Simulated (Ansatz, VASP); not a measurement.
Two plane-wave programs on W

The input INCAR:

```
ALGO = Normal
EDIFF = 1E-6
EDIFFG = -0.005
ENCUT = 600
IBRION = 2
ISIF = 3
ISMEAR = 0
LASPH = T
LCHARG = F
LREAL = F
LWAVE = F
NELM = 60
NSW = 80
PREC = Accurate
SIGMA = 0.1
```

KPOINTS

```
k-points
0
Gamma
  16 16 16
```

Contents of POSCAR:

```
W
1.0
   -1.5850000000      1.5850000000      1.5850000000
    1.5850000000     -1.5850000000      1.5850000000
    1.5850000000      1.5850000000     -1.5850000000
W
1
Direct
    0.0000000000      0.0000000000      0.0000000000
```

Input for Ansatz:

```yaml
crystal:
  lattice:
    - [-1.585, 1.585, 1.585]
    - [1.585, -1.585, 1.585]
    - [1.585, 1.585, -1.585]
  atoms:
    - { symbol: W, position: [0.0, 0.0, 0.0] }
scf:
  occupations: { method: gaussian, width: 0.1 }
output:
  forces: true
  stress: true
  eigenvalues: true
  write_density: true
  write_potential: true
  elf: true
  volumetric_format: npy
hamiltonian:
  xc: lda
kpoints:
  mp_grid: { grid: [16, 16, 16] }
relax:
  f_tol: 0.005
  max_steps: 60
  cell: { stress_tol: 0.02 }
```

Alike in both runs: task relaxation of cell and atoms; functional LDA; k mesh 16 × 16 × 16; occupations gaussian, width 0.1 eV; no spin polarisation.

|  | VASP | Ansatz |
| --- | --- | --- |
| version | VASP 6.6.1 | Ansatz 0.2.0 |
| potentials or method | VASP PAW LDA potentials, release 64 (W_sv) | scalar-relativistic, plane waves, PAW |
| plane-wave cutoff (eV) | 600 | 420 |
| valence electrons in the cell | 14 | 14 |

Ansatz gave:

| Property | Result |
| --- | --- |
| gap on the k mesh at the Fermi level, each at its own relaxed structure (eV) | none |
| relaxed volume (Å³/atom) | 15.40 |
| relaxed cell length with the largest relative difference (Å) | 2.715 |
| energy change over the relaxation (meV/atom) | -18 |

Q: Which values does VASP return?

A: gap on the k mesh at the Fermi level, each at its own relaxed structure (eV): none; relaxed volume (Å³/atom): 15.49; relaxed cell length with the largest relative difference (Å): 2.720; energy change over the relaxation (meV/atom): -12.

A gap of «none» marks a metal or a gap that the smearing closes.

The runs have no spin-orbit coupling, so splittings on W are missing.
